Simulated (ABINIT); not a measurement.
# TaN: band structure with PBE

TaN:

```xyz
2
Lattice="0.0000 2.2113 2.2113 2.2113 0.0000 2.2113 2.2113 2.2113 0.0000" Properties=species:S:1:pos:R:3 pbc="T T T"
Ta    2.2113    2.2113    2.2113
N     0.0000    0.0000    0.0000
```

The cell comes from a database or a generator and needn't be the stable form of this composition.

- Program: ABINIT 10.8.3 (patched build)
- Task: band structure
- Functional: PBE
- Potentials or basis: JTH PAW PBE v2.0
- Cutoff: 707 eV
- k mesh: 10 × 10 × 10
- Occupations: fermi-dirac, width 0.05 eV
- Spin: no spin polarisation
- Fine-grid cutoff: 1306.15 eV
- Exchange and correlation inside the PAW spheres: full angular mesh (pawxcdev 0, this build's default; the released program takes 1)

- Pressure: -1.6 GPa
- Band gap on the k mesh: none (metal or under the smearing width)
- Valence electrons inside the program's atomic spheres: Ta 10.70; N 2.54

Levels at the corners of the path, in eV from the Fermi level:
| point | band 6 | band 7 | band 8 | band 9 | band 10 | band 11 | band 12 | band 13 |
| --- | --- | --- | --- | --- | --- | --- | --- | --- |
| Γ | -3.80 | -3.80 | -3.80 | -2.09 | -2.09 | -2.09 | 0.03 | 0.03 |
| X | -6.64 | -5.38 | -4.62 | -4.62 | 2.04 | 3.42 | 3.42 | 4.33 |
| W | -7.37 | -6.75 | -6.75 | -0.21 | -0.21 | 3.44 | 3.90 | 4.38 |
| K | -7.63 | -6.78 | -6.12 | -2.21 | 2.39 | 2.47 | 4.40 | 4.88 |
| Γ | -3.80 | -3.80 | -3.80 | -2.09 | -2.09 | -2.09 | 0.03 | 0.03 |
| L | -10.26 | -7.47 | -7.47 | 1.82 | 1.82 | 1.92 | 3.72 | 7.33 |
| U | -7.63 | -6.78 | -6.12 | -2.21 | 2.39 | 2.47 | 4.40 | 4.88 |
| W | -7.37 | -6.75 | -6.75 | -0.21 | -0.21 | 3.44 | 3.90 | 4.38 |
| L | -10.26 | -7.47 | -7.47 | 1.82 | 1.82 | 1.92 | 3.72 | 7.33 |
| K | -7.63 | -6.78 | -6.12 | -2.21 | 2.39 | 2.47 | 4.40 | 4.88 |

Wall time 40 s on 1 thread of Intel(R) Xeon(R) 6975P-C (Granite Rapids), on a shared host, peak memory 0.12 GiB.

Caveat: the highest band is partly filled, so the run has too few bands; spin-orbit coupling is left out, which moves the levels of the heavy elements.
